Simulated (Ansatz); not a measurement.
**SiO$_{2}$ from LDA upwards**

The starting cell is an entry of the Crystallography Open Database (1926):

```
Si O
1.0
     5.01300    0.00000    0.00000
    -2.50650    4.34139    0.00000
     0.00000    0.00000    5.47000
Si O
3 6
Direct
  0.50000 0.50000 0.33333
  0.00000 0.50000 0.66667
  0.50000 0.00000 0.00000
  0.19700 0.80300 0.83333
  0.39400 0.19700 0.16667
  0.19700 0.39400 0.50000
  0.80300 0.19700 0.83333
  0.60600 0.80300 0.16667
  0.80300 0.60600 0.50000
```

Atoms and cell were relaxed at zero pressure with plane-wave PAW DFT (Ansatz 0.2.0; one set of PAW datasets, made under PBE, for all functionals; 420 eV, r2SCAN 500 eV; 6×6×6 Γ-centred mesh, fermi-dirac occupations of width 0.020 eV; no spin polarisation, no spin-orbit coupling, no dispersion correction), keeping the symmetry (P6_222, No. 180).

How do the functionals compare with each other and with the entry?

The relaxed conventional cells:

| functional | a (Å) | c (Å) | volume (Å³/atom) | formation energy (eV/atom) |
| --- | --- | --- | --- | --- |
| LDA | 5.040 | 5.526 | 13.51 | -3.105 |
| PBEsol | 5.081 | 5.559 | 13.81 | -2.842 |
| PBE | 5.106 | 5.585 | 14.01 | -2.772 |
| r2SCAN | 5.060 | 5.541 | 13.65 | -3.008 |
| the entry | 5.013 | 5.470 | 13.23 | – |

LDA gives the smallest volume and PBE the largest, 3.7 % more, the usual order, since LDA overbinds and PBE's gradient terms loosen the lattice. Against the entry's volume: LDA +2.1 %, PBEsol +4.4 %, PBE +5.9 %, r2SCAN +3.2 %. No verdict is drawn from this: the entry is old or was flagged in a check, so the entry may be off as well as the functionals. The formation energies span 0.33 eV an atom, lowest under LDA.

Caveats: each relaxation keeps the start's symmetry, so a distorted cell may lie lower; computed cells are at 0 K with fixed nuclei, while the entry holds thermal expansion, often some tenths of a per cent in volume and more in soft crystals; an old entry, and the compound itself may be in doubt; formation energies are at zero smearing against the elements' usual phases under the same functional, gases as free molecules, uncorrected.
